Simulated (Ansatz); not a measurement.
# A defect in a wire: Ni wire along [110], 4 atoms a period, Sn in place of one Ni

Wanted: the relaxed defect and the transmission past it, beside the channels of the perfect wire.

Calculated with Ansatz 0.2.0; DFT PBE, plane waves, PAW; relaxation of a wire's period, in the first sound run; inputs show where later runs differ.

## 1. The structure

The cell holds 4 atoms: 4 Ni. Cell: a = 10.320 Å, b = 9.289 Å, c = 2.489 Å, α = 90.0°, β = 90.0°, γ = 90.0°. Vacuum lies along a and b. The structure's axis is c.

Coordinates:

```cif
data_structure
_symmetry_space_group_name_H-M 'P 1'
_symmetry_Int_Tables_number 1
_cell_length_a 10.3200
_cell_length_b 9.2890
_cell_length_c 2.4890
_cell_angle_alpha 90.000
_cell_angle_beta 90.000
_cell_angle_gamma 90.000
_cell_volume 238.60
loop_
_atom_site_label
_atom_site_type_symbol
_atom_site_fract_x
_atom_site_fract_y
_atom_site_fract_z
_atom_site_occupancy
Ni1 Ni 0.32946 0.50000 0.00000 1
Ni2 Ni 0.67054 0.50000 0.00000 1
Ni3 Ni 0.50000 0.36602 0.50000 1
Ni4 Ni 0.50000 0.63398 0.50000 1
```

## 2. Relaxing the period

Band widths follow the bond lengths, so the wire is relaxed first. The atoms and the third cell vector are free; the box across stays fixed as vacuum. Moments are seeded so that a magnetic state can form if it lies lower. A Fermi-Dirac smearing is set since the result may be a metal. The pressure printed is a third of the stress's trace over the whole box, vacuum included; only the stress along the axis is relaxed.

Input file input.yaml:

```yaml
crystal:
  lattice:
    - [10.32, 0.0, 0.0]
    - [0.0, 9.289, 0.0]
    - [0.0, 0.0, 2.4890158698]
  atoms:
    - { symbol: Ni, position: [0.329457364, 0.500000854, 0.0], spin: 0.8 }
    - { symbol: Ni, position: [0.670542636, 0.500000854, 0.0], spin: 0.8 }
    - { symbol: Ni, position: [0.5, 0.36602433, 0.5], spin: 0.8 }
    - { symbol: Ni, position: [0.5, 0.633977379, 0.5], spin: 0.8 }
magnetization:
  spin_polarized: true
kpoints:
  mp_grid: { grid: [1, 1, 33] }
scf:
  occupations: { method: fermi_dirac, width: 0.05 }
hamiltonian:
  xc: pbe
relax:
  cell: { fix: [a, b, alpha, beta, gamma] }
  max_steps: 60
```

Launch:

```sh
$ ansatz run input.yaml --threads 4 --pin off --max-ram 16384MiB --backend cpu --events-out ev --progress --plain --runs-dir out
```

Numbers of over 12 decimals in the logs are rounded to 6 here.

The log of the run:

```text
Engine: ansatz 0.2.0, aarch64-unknown-linux-gnu
Pseudopotentials: kind: paw
Pseudopotential: Ni, paw, valence charge 18, recommended cutoff 420 eV (normal), Ni.paw.azcp
Functional definition: PBE
  parameter kappa = 0.804
  parameter beta = 0.066725
  exchange = pbe_x(kappa = kappa, mu = beta*pi^2/3)
  correlation = pbe_c(beta = beta)
Crystal: 4 atoms, lattice volume = 238.603 Å³
Basis set: ecut = 420 eV, 4661 PW (Γ), exchange–correlation on 144×128×36 points (8 copies of the dense FFT grid, shifted against one another)
Bands: 46, of which v1, the nominal top of the filled ones, is band 36 counted from 1 (35 counted from 0)
Symmetry: 8 space group operations
Space group: Pmmm (ITA 47), of the structure as read, at distance tolerance 6.2e-5 Å
Magnetic group: BNS 47.249 (UNI 347), of the structure as read, at distance tolerance 6.2e-5 Å
k-points: 17 of 33
Non-local potential: Ni, projectors of the file, l = 0: 3, l = 1: 2, l = 2: 3, l = 3: 1
PAW form: soft (Blöchl's): semilocal exchange-correlation on the pseudo side does not see the compensation charge
PAW one-centre angular grid: Ni, 590 points (default); XC on 64 Gauss nodes
Initial density: superposition of atomic densities (neutral atoms: chi_scale 0, normalization atom)
Starting moments: Σ|m| = 3.2 μB on 4 of 4 sites
Initial wavefunctions: pseudopotential atomic-orbital guess
Functional: x = pbe(κ = 0.804, μ = 0.219515), c = pbe(β = 0.066725)
SCF iter   1: F=—  HF=-23348.704931 eV  |F-HF|=—  |Δ(HF+E_count)|=         —  Δρ=2.81e-2 (↑2.81e-2 ↓1.61e-2)  dr2=7.25e0  dr2_m=3.34e-1  M=3.526 μB ∫|m|=3.651 μB  β_m=0.30  ethr=3.10e-3  ⟨swp⟩=9.1  Hψ=7091  notcnv=0  defer=6
Mixer restart at iter 1: flushing history
preconditioner: auto → LDOS  [metal: Δε(μ)=0.008 eV  Ē_g=5.612 eV  σ=0.050 eV  W_gap=0.04  n_scr=36 (ndim 8)  ℏωp=15.2 eV  f_vac=0.651  D(μ)=13.89/eV (n_scr^D=144)]
spin=Collinear: LDOS preconditioning applied to the charge; magnetization (m = ρ↑ − ρ↓) channel mixes plain (no charge-response kernel on spin).
SCF iter   2: F=—  HF=-23350.179273 eV  |F-HF|=—  |Δ(HF+E_count)|=    1.47e0  Δρ=1.97e-2 (↑1.97e-2 ↓9.46e-3)  dr2=1.95e0  dr2_m=2.31e-1  M=3.572 μB ∫|m|=3.748 μB  β_m=0.46  ethr=3.10e-3  ⟨swp⟩=3.0  Hψ=2822  notcnv=0  defer=76
SCF iter   3: F=—  HF=-23352.680961 eV  |F-HF|=—  |Δ(HF+E_count)|=    2.50e0  Δρ=5.55e-3 (↑5.55e-3 ↓5.26e-3)  dr2=8.71e-2  dr2_m=4.56e-2  M=3.566 μB ∫|m|=3.862 μB  β_m=0.62  ethr=2.71e-3  ⟨swp⟩=3.4  Hψ=2607  notcnv=0  defer=76
SCF iter   4: F=—  HF=-23353.323784 eV  |F-HF|=—  |Δ(HF+E_count)|=         —  Δρ=6.23e-3 (↑2.56e-3 ↓6.23e-3)  dr2=1.14e-1  dr2_m=9.93e-3  M=3.405 μB ∫|m|=3.757 μB  β_m=0.62  ethr=1.21e-4  ⟨swp⟩=3.6  Hψ=2879  notcnv=0  defer=67
SCF iter   5: F=—  HF=-23353.391508 eV  |F-HF|=—  |Δ(HF+E_count)|=   6.77e-2  Δρ=3.44e-3 (↑3.44e-3 ↓1.42e-3)  dr2=2.46e-2  dr2_m=4.66e-3  M=3.402 μB ∫|m|=3.782 μB  β_m=0.60  ethr=1.21e-4  ⟨swp⟩=3.0  Hψ=2928  notcnv=0  defer=73
SCF iter   6: F=—  HF=-23353.381907 eV  |F-HF|=—  |Δ(HF+E_count)|=   9.60e-3  Δρ=2.19e-3 (↑3.63e-4 ↓2.19e-3)  dr2=7.02e-3  dr2_m=2.79e-3  M=3.384 μB ∫|m|=3.752 μB  β_m=0.75  ethr=3.42e-5  ⟨swp⟩=2.4  Hψ=2882  notcnv=0  defer=77
SCF iter   7: F=—  HF=-23353.383623 eV  |F-HF|=—  |Δ(HF+E_count)|=   1.72e-3  Δρ=1.17e-3 (↑3.05e-4 ↓1.17e-3)  dr2=2.54e-3  dr2_m=6.04e-4  M=3.385 μB ∫|m|=3.751 μB  β_m=0.67  ethr=9.75e-6  ⟨swp⟩=2.0  Hψ=2412  notcnv=0  defer=77
SCF iter   8: F=—  HF=-23353.383897 eV  |F-HF|=—  |Δ(HF+E_count)|=   2.74e-4  Δρ=2.54e-4 (↑5.49e-5 ↓2.54e-4)  dr2=7.00e-5  dr2_m=3.62e-5  M=3.387 μB ∫|m|=3.752 μB  β_m=0.83  ethr=3.53e-6  ⟨swp⟩=2.0  Hψ=2406  notcnv=0  defer=77
SCF iter   9: F=—  HF=-23353.383953 eV  |F-HF|=—  |Δ(HF+E_count)|=   5.60e-5  Δρ=1.37e-4 (↑4.29e-5 ↓1.37e-4)  dr2=2.15e-5  dr2_m=1.24e-5  M=3.388 μB ∫|m|=3.752 μB  β_m=0.91  ethr=9.72e-8  ⟨swp⟩=2.1  Hψ=2327  notcnv=0  defer=77
SCF iter  10: F=—  HF=-23353.383968 eV  |F-HF|=—  |Δ(HF+E_count)|=   1.42e-5  Δρ=4.32e-5 (↑3.32e-5 ↓4.32e-5)  dr2=7.24e-6  dr2_m=1.43e-6  M=3.389 μB ∫|m|=3.753 μB  β_m=0.91  ethr=2.98e-8  ⟨swp⟩=2.0  Hψ=2349  notcnv=0  defer=77
SCF iter  11: F=—  HF=-23353.383967 eV  |F-HF|=—  |Δ(HF+E_count)|=   1.97e-7  Δρ=1.18e-5 (↑8.99e-6 ↓1.18e-5)  dr2=8.70e-7  dr2_m=8.52e-8  M=3.389 μB ∫|m|=3.753 μB  β_m=0.79  ethr=1.01e-8  ⟨swp⟩=2.0  Hψ=2254  notcnv=0  defer=77
SCF iter  12: F=—  HF=-23353.383967 eV  |F-HF|=—  |Δ(HF+E_count)|=   1.73e-7  Δρ=1.14e-5 (↑3.24e-6 ↓1.14e-5)  dr2=4.22e-7  dr2_m=5.58e-8  M=3.389 μB ∫|m|=3.753 μB  β_m=0.72  ethr=1.21e-9  ⟨swp⟩=2.0  Hψ=2302  notcnv=0  defer=77
SCF iter  13: F=—  HF=-23353.383967 eV  |F-HF|=—  |Δ(HF+E_count)|=   1.42e-8  Δρ=5.40e-6 (↑7.75e-7 ↓5.40e-6)  dr2=5.16e-8  dr2_m=1.46e-8  M=3.389 μB ∫|m|=3.753 μB  β_m=0.86  ethr=5.86e-10  ⟨swp⟩=2.0  Hψ=2106  notcnv=0  defer=77
SCF iter  14: F=-23353.383967 eV  HF=-23353.383967 eV  |F-HF|=2.79e-9  |Δ(HF+E_count)|=  8.33e-10  Δρ=9.16e-7 (↑2.45e-7 ↓9.16e-7)  dr2=3.37e-9  dr2_m=3.52e-10  M=3.389 μB ∫|m|=3.753 μB  ethr=7.16e-11  ⟨swp⟩=2.9  Hψ=5229  notcnv=0
SCF 1 converged in 14 iterations: F = -23353.383967 eV  dr2 = 3.37e-9
  greatest PAW one-centre occupation: 1.001 electrons in one spin orbital (limit 2), on the Ni atom at site 1 (counted from 0), in its partial waves of l = 1
relax step   1: F+E_penalty+E_count = -23353.38396728 eV  Δ(F+E_penalty+E_count) = +0.000e0 eV  max|allowed force component| = 1.227e0 eV/Å  Δτ_max = 0.0000 Å  P = -2.639 GPa  Ω = 238.603 Å³  fix = [a, b, alpha, beta, gamma]  reactions: a -2.130, b -1.978 GPa  (14 SCF iters, dr2 threshold 1.00e-7 eV, accepted)
Crystal: 4 atoms, lattice volume = 233.619 Å³
Basis set: ecut = 420 eV, 4545 PW (Γ), exchange–correlation on 144×128×36 points (8 copies of the dense FFT grid, shifted against one another)
Initial density: handed on by an earlier stage of this run
Starting moments: Σ|m| = 3.2 μB on 4 of 4 sites; this step starts from the density that it was given
Initial wavefunctions: those handed on with the density
iter 1 solved again at ethr=1.11e-4 eV; its pass at ethr=3.10e-3 eV (dr2=8.03e-2 eV) is discarded
SCF iter   1: F=—  HF=-23353.606456 eV  |F-HF|=—  |Δ(HF+E_count)|=         —  Δρ=5.04e-3 (↑3.25e-3 ↓5.04e-3)  dr2=8.25e-2  dr2_m=1.23e-2  M=3.388 μB ∫|m|=3.741 μB  β_m=0.30  ethr=1.11e-4  ⟨swp⟩=2.4  Hψ=8124  notcnv=0
preconditioner: auto → LDOS  [metal: Δε(μ)=0.010 eV  Ē_g=5.634 eV  σ=0.050 eV  W_gap=0.05  n_scr=36 (ndim 8)  ℏωp=15.4 eV  f_vac=0.686  D(μ)=8.43/eV (n_scr^D=50)]
spin=Collinear: LDOS preconditioning applied to the charge; magnetization (m = ρ↑ − ρ↓) channel mixes plain (no charge-response kernel on spin).
[...]
relax step   4: F+E_penalty+E_count = -23353.68011327 eV  Δ(F+E_penalty+E_count) = -9.896e-3 eV  max|allowed force component| = 2.934e-3 eV/Å  Δτ_max = 0.0135 Å  P = +0.019 GPa  Ω = 227.692 Å³  energy of the carried Pulay correction = +7.942e-4 eV  fix = [a, b, alpha, beta, gamma]  reactions: a +0.041, b +0.072 GPa  (9 SCF iters, dr2 threshold 4.00e-7 eV, accepted)
[...]
relax step   5: F+E_penalty+E_count = -23353.68015827 eV  Δ(F+E_penalty+E_count) = -4.499e-5 eV  max|allowed force component| = 2.591e-3 eV/Å  Δτ_max = 0.0004 Å  P = +0.037 GPa  Ω = 227.538 Å³  energy of the carried Pulay correction = +8.057e-4 eV  fix = [a, b, alpha, beta, gamma]  reactions: a +0.047, b +0.072 GPa  (7 SCF iters, dr2 threshold 7.70e-9 eV, accepted)
Basis set: ecut = 420 eV, 4399 PW (Γ), exchange–correlation on 144×128×32 points (8 copies of the dense FFT grid, shifted against one another)
Initial wavefunctions: pseudopotential atomic-orbital guess (no wavefunctions were taken with the density)
iter 1 solved again at ethr=8.39e-6 eV; its pass at ethr=3.10e-3 eV (dr2=6.04e-3 eV) is discarded
SCF iter   1: F=—  HF=-23353.678634 eV  |F-HF|=—  |Δ(HF+E_count)|=         —  Δρ=1.34e-4 (↑4.83e-5 ↓1.34e-4)  dr2=4.74e-5  dr2_m=4.45e-6  M=3.311 μB ∫|m|=3.648 μB  β_m=0.65  ethr=8.39e-6  ⟨swp⟩=3.0  Hψ=10624  notcnv=0
eigensolver tolerance schedule: the retry pair's looser diagonalisation over-reported the residual by 126.28 of it (diagonalisation noise at 0.52 of the residual, at the tolerance the schedule requests for it); recorded, not acted on — ethr = c·dr2/N_el stays at c = 1.0e-1
preconditioner: auto → LDOS  [metal: Δε(μ)=0.027 eV  Ē_g=5.860 eV  σ=0.050 eV  W_gap=0.13  n_scr=16 (ndim 8)  ℏωp=15.6 eV  f_vac=0.688  D(μ)=7.23/eV (n_scr^D=44)]
spin=Collinear: LDOS preconditioning applied to the charge; magnetization (m = ρ↑ − ρ↓) channel mixes plain (no charge-response kernel on spin).
SCF iter   2: F=—  HF=-23353.678697 eV  |F-HF|=—  |Δ(HF+E_count)|=   6.39e-5  Δρ=4.47e-5 (↑4.47e-5 ↓4.15e-5)  dr2=1.70e-5  dr2_m=4.01e-8  M=3.311 μB ∫|m|=3.647 μB  β_m=0.57  ethr=6.59e-8  ⟨swp⟩=2.4  Hψ=2303  notcnv=0
SCF iter   3: F=—  HF=-23353.678696 eV  |F-HF|=—  |Δ(HF+E_count)|=   1.40e-6  Δρ=2.48e-5 (↑1.88e-5 ↓2.48e-5)  dr2=8.64e-7  dr2_m=7.49e-7  M=3.310 μB ∫|m|=3.646 μB  β_m=0.72  ethr=2.36e-8  ⟨swp⟩=1.1  Hψ=1584  notcnv=0
SCF iter   4: F=—  HF=-23353.678698 eV  |F-HF|=—  |Δ(HF+E_count)|=   1.48e-6  Δρ=2.35e-5 (↑2.35e-5 ↓1.09e-5)  dr2=1.91e-6  dr2_m=1.22e-7  M=3.310 μB ∫|m|=3.646 μB  β_m=0.72  ethr=1.20e-9  ⟨swp⟩=2.3  Hψ=2963  notcnv=0
SCF iter   5: F=—  HF=-23353.678697 eV  |F-HF|=—  |Δ(HF+E_count)|=   3.46e-7  Δρ=9.68e-6 (↑3.78e-6 ↓9.68e-6)  dr2=2.93e-7  dr2_m=2.35e-8  M=3.310 μB ∫|m|=3.646 μB  β_m=0.58  ethr=1.20e-9  ⟨swp⟩=2.3  Hψ=2699  notcnv=0
SCF iter   6: F=—  HF=-23353.678697 eV  |F-HF|=—  |Δ(HF+E_count)|=   8.96e-8  Δρ=2.24e-6 (↑1.14e-6 ↓2.24e-6)  dr2=3.93e-9  dr2_m=4.69e-9  M=3.310 μB ∫|m|=3.646 μB  β_m=0.67  ethr=4.07e-10  ⟨swp⟩=2.0  Hψ=2204  notcnv=0
SCF iter   7: F=—  HF=-23353.678697 eV  |F-HF|=—  |Δ(HF+E_count)|=   5.13e-9  Δρ=1.04e-6 (↑5.11e-7 ↓1.04e-6)  dr2=2.46e-9  dr2_m=5.61e-10  M=3.310 μB ∫|m|=3.646 μB  β_m=0.67  ethr=5.45e-12  ⟨swp⟩=2.9  Hψ=3228  notcnv=0
SCF iter   8: F=—  HF=-23353.678697 eV  |F-HF|=—  |Δ(HF+E_count)|=   1.86e-8  Δρ=3.49e-7 (↑2.16e-7 ↓3.49e-7)  dr2=1.94e-10  dr2_m=9.90e-11  M=3.310 μB ∫|m|=3.646 μB  β_m=0.83  ethr=3.42e-12  ⟨swp⟩=2.1  Hψ=2302  notcnv=0
SCF iter   9: F=—  HF=-23353.678697 eV  |F-HF|=—  |Δ(HF+E_count)|=  1.31e-10  Δρ=1.61e-7 (↑7.14e-8 ↓1.61e-7)  dr2=3.63e-11  dr2_m=2.39e-11  M=3.310 μB ∫|m|=3.646 μB  β_m=0.91  ethr=1.00e-12  ⟨swp⟩=2.1  Hψ=2231  notcnv=0
SCF iter  10: F=—  HF=-23353.678697 eV  |F-HF|=—  |Δ(HF+E_count)|=  3.64e-12  Δρ=5.29e-8 (↑4.61e-8 ↓5.29e-8)  dr2=1.85e-11  dr2_m=6.09e-13  M=3.310 μB ∫|m|=3.646 μB  β_m=0.80  ethr=1.00e-12  ⟨swp⟩=1.4  Hψ=1617  notcnv=0
SCF iter  11: F=-23353.678697 eV  HF=-23353.678697 eV  |F-HF|=0.00e0  |Δ(HF+E_count)|=  7.28e-12  Δρ=1.11e-7 (↑1.04e-8 ↓1.11e-7)  dr2=3.29e-11  dr2_m=5.63e-12  M=3.310 μB ∫|m|=3.646 μB  ethr=1.00e-12  ⟨swp⟩=3.5  Hψ=5555  notcnv=0
SCF 6 converged in 11 iterations: F = -23353.678697 eV  dr2 = 3.29e-11
relax step   6: F+E_penalty+E_count = -23353.67869707 eV  Δ(F+E_penalty+E_count) = +1.461e-3 eV  max|allowed force component| = 2.753e-3 eV/Å  Δτ_max = 0.0000 Å  P = +0.045 GPa  Ω = 227.538 Å³  fix = [a, b, alpha, beta, gamma]  reactions: a +0.053, b +0.076 GPa  stress off target by 7.01e-3 GPa on what of the cell is left free  SCF on the basis re-selected at this cell (its energy is not comparable with the rows above)  (11 SCF iters)
basis re-selected at this cell: Δ(F+E_penalty+E_count) = +1.461e-3 eV, ΔP = +0.009 GPa vs the last step (what re-selecting the basis moved, of the pressure what is left beyond the Pulay correction that the steps carried, after the strain that the cell walked since its last selection, with what the two solves' SCF thresholds leave and, on support functions, any second-order correction that the steps lacked; it is no measure of the basis error at this ecutwfc). The dense FFT grid was sized anew with the basis: this SCF ran on 72×64×16 points, the steps before it on 72×64×18, so part of this shift can come from that change (see relax.cell in the input reference). [rest of the remark cut]
SCF converged after 11 iterations
Magnetization: 3.3096 μB (37.6548 up, 34.3452 down)
Absolute magnetization: 3.6482 μB (∫|ρ↑−ρ↓|, with the PAW one-centre terms)
Spin contamination: 0.0456 ħ² per cell (⟨S²⟩ above its minimum at these occupations)
Per-site moments (μB) at R_I (Å): [(0.812761, 0.979104), (0.812761, 0.979104), (0.866836, 0.952840), (0.866836, 0.952840)]
Free energy (F): -23353.678697 eV
Harris-Foulkes:  -23353.678697 eV  (|F-HF|=0.00e0)
Internal energy: -23353.617748 eV  (E = F + TS)
E sigma→0 (E₀):  -23353.648223 eV
Entropy (-TS):   -0.060949 eV (-15.237 meV/atom)
Fermi energy:    -0.075260 eV
--- Per-component energies (eV) ---
  E_band       = -2431.087358
  E_kinetic    = 1126.510526
  E_local      = -47475.600523  (includes V_loc(G=0)·N_el)
  E_nonlocal   = 2560.481597
  E_hartree    = 21955.549093
  E_xc         = -331.430334
  E_vxc        = -426.541564  (∫ρ·V_xc dr)
  E_paw        = -6533.319807  (= ΣΔE_a)
  E_vpaw       = -2127.037819  (= ΣTr[D̂ρ^β])
  E_aug_tail   = 0.002205  (compensation charges beyond the density's cutoff)
  E_ewald      = 5344.189495
  E_smearing   = -0.060949  (= −TS)
  E_closure    = -0.000000  (closes the sum)
  Σ components = -23353.678697   (vs F -23353.678697, Δ=0.00e0)
--- Forces (eV/Å), atoms counted from 1 ---
  atom   1  Ni    -0.00018835     0.00000000    -0.00000000
  atom   2  Ni     0.00018835    -0.00000000     0.00000000
  atom   3  Ni    -0.00000000    -0.00275317    -0.00000000
  atom   4  Ni     0.00000000     0.00275317     0.00000000
  max |Σ_I F_I| component: 2.71e-20 eV/Å
--- Stress (GPa, compression-positive) ---
        0.052676      -0.000000       0.000000
       -0.000000       0.075905       0.000000
        0.000000       0.000000       0.007008
  P = ⅓ Tr σ = 0.0452 GPa (0.452 kbar)
--- Relaxed structure (5 steps of the walk, 5 accepted, 1 SCFs on fresh bases) ---
  F+E_penalty+E_count = -23353.67869707 eV   max|allowed force component| = 2.753e-3 eV/Å   (the final SCF, on the basis selected at the relaxed cell)
  cell:  # Å, volume = 227.5378 Å³
    - [10.32, 0, 0]
    - [0, 9.289, 0]
    - [0, 0, 2.373586]
  atoms:
    - { symbol: Ni, position: [0.332307, 0.5, -6.557736105131557e-19] }
    - { symbol: Ni, position: [0.667693, 0.5, 6.557736105131557e-19] }
    - { symbol: Ni, position: [0.5, 0.375664, 0.5] }
    - { symbol: Ni, position: [0.5, 0.624336, 0.5] }
```

Elapsed: 45 s, on 4 threads of Arm Neoverse V1, shared host; peak memory 0.76 GiB; 2.9 min of CPU time.

Relaxation path:

```tsv
step	energy less that of the first step (eV)	largest force component (eV/Å)	pressure (GPa)	volume (Å³)
1	0.0000	1.2274	-2.64	238.60
2	-0.2164	0.6901	-1.44	233.62
3	-0.2863	0.3148	0.64	226.19
4	-0.2961	0.0029	0.02	227.69
5	-0.2962	0.0026	0.04	227.54
6*	-0.2947	0.0028	0.05	227.54
```

Relaxation steps marked * repeat the geometry before them on a plane-wave basis chosen anew for their cell, so energy and pressure can jump there.

The run keeps the 8 symmetry operations that it works with, so distortions that break them were not tested.

```tsv
cell as run	before	after	change
c (Å)	2.489	2.374	-4.6 %
```

The atoms that moved most (Å, along periodic axes as changes of fractional coordinates times the final cell, across vacuum about the mean position):

```tsv
atom	dx	dy	dz	length
Ni4	0.000	-0.090	0.000	0.090
Ni3	0.000	0.090	0.000	0.090
Ni1	0.029	0.000	0.000	0.029
Ni2	-0.029	0.000	0.000	0.029
```

The relaxed structure:

```xyz
4
Lattice="10.3200 0.0000 0.0000 0.0000 9.2890 0.0000 0.0000 0.0000 2.3736" Properties=species:S:1:pos:R:3
Ni    3.4294    4.6445    0.0000
Ni    6.8906    4.6445    0.0000
Ni    5.1600    3.4895    1.1868
Ni    5.1600    5.7995    1.1868
```

Numbers from this step:

* energy at zero smearing: -23353.6482 eV
* total moment: 3.310 μB
* absolute moment: 3.648 μB
* cell length along the wire: 2.374 Å

Site moment by atom:

```tsv
atom	site moment (μB)
Ni1	0.813
Ni2	0.813
Ni3	0.867
Ni4	0.867
```

The cell's length comes to 2.374 Å with an absolute moment of 3.65 μB a cell.

(Continued in part 2 of 3.)

[Logs are printed without paths, hosts, clocks, repeated set-up lines and the standing remarks that a program may print on its own settings, such as how far it seeks lower states.]

[Hosts, paths, dates, database ids (printed as entryN), source tags and the programs' standing remarks are cut or masked in the printed files.]
